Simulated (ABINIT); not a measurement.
A run of ABINIT 10.8.3 (patched build) is set up as follows.

File run.abi:

```
pp_dirpath "./"
pseudos "Te.GGA_PBE-JTH.xml, Be.GGA_PBE-JTH.xml"

acell 7.4027593915 7.4027593915 7.4027593915
rprim
     0.0000000000     0.7071067812     0.7071067812
     0.7071067812     0.0000000000     0.7071067812
     0.7071067812     0.7071067812     0.0000000000
ntypat 2
znucl 52 4
natom 2
typat 1 2
xred
     0.7500000000     0.7500000000     0.7500000000
     0.0000000000     0.0000000000     0.0000000000

ecut 19.0
pawecutdg 38.0

kptopt 1
ngkpt 5 5 5
nshiftk 1
shiftk 0.0 0.0 0.0

ixc -116133

nband 9
occopt 3
tsmear 0.00183747

nstep 100
tolvrs 1.0e-9

iomode 3
prtwf 0
prtden 0
prteig 0
prtebands 0
enunit 2
```

Potentials or basis: JTH PAW PBE v2.0.

The run is started by

```bash
$ abinit run.abi > log 2>&1
```

Task: What does it give for the band gap on the k mesh?

Result: 1.87 eV, indirect (least direct gap 3.62 eV).

Task: What does it give for the pressure?

Result: 2.6 GPa.

Caveat: the PAW data sets were made with another functional, which shifts forces and pressure a little; spin-orbit coupling is left out, which moves the levels of the heavy elements; an odd mesh through Γ misses points on the zone boundary, where band edges often lie.
